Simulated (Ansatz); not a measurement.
# Al3Cu2: enthalpy against pressure

Al3Cu2, P-3m1, a = 4.102 Å, c = 4.990 Å. The structure is a Materials Project entry; whether it is the stable form wasn't checked. Ansatz: r2SCAN, PAW, 500 eV, Γ-centred 12×12×8 mesh on 5 atoms, Gaussian smearing 0.10 eV; no spin polarisation. Cell and atoms are relaxed at each pressure, and no other structure is tried, so the rows at high pressure may lie past a change of phase. y is the enthalpy over the state at zero pressure; there V0 = 14.541 Å³/atom. The pressures are the targets, met within 0.06 GPa.

| P (GPa) | y (eV/atom) |
| --- | --- |
| -1.0 | -0.0911 |
| 0.0 | 0.0000 |
| 1.0 | 0.0904 |
| 4.0 | 0.3572 |
| 12.0 | ? |
| 25.0 | 2.0883 |
| 50.0 | 3.9411 |
| 90.0 | 6.6171 |

Q: Fit y = c1 P + c2 P² + c3 P³ to the other rows, say what c1 and c2 mean, and predict the missing value.

A: Least squares on the rows shown. y = 0.089514 P − 0.00025958 P² + 9.1019×10⁻⁷ P³. Since dH/dP = V, c1 is V0: 0.089514 eV/GPa × 160.2 = 14.340 Å³ against 14.541; c2 = −V0/(2B0) gives B0 = 172 GPa, where a Birch–Murnaghan fit to the volumes of the same runs (not shown) gives 118 GPa: a cubic over this range folds the higher terms into c2. At P = 12.0 the fit asked for gives 1.0384 eV/atom. The run gave 1.0416 eV/atom, so the fit is 0.0032 eV/atom too low, within twice the rms miss on the fitted rows (0.0016 eV/atom).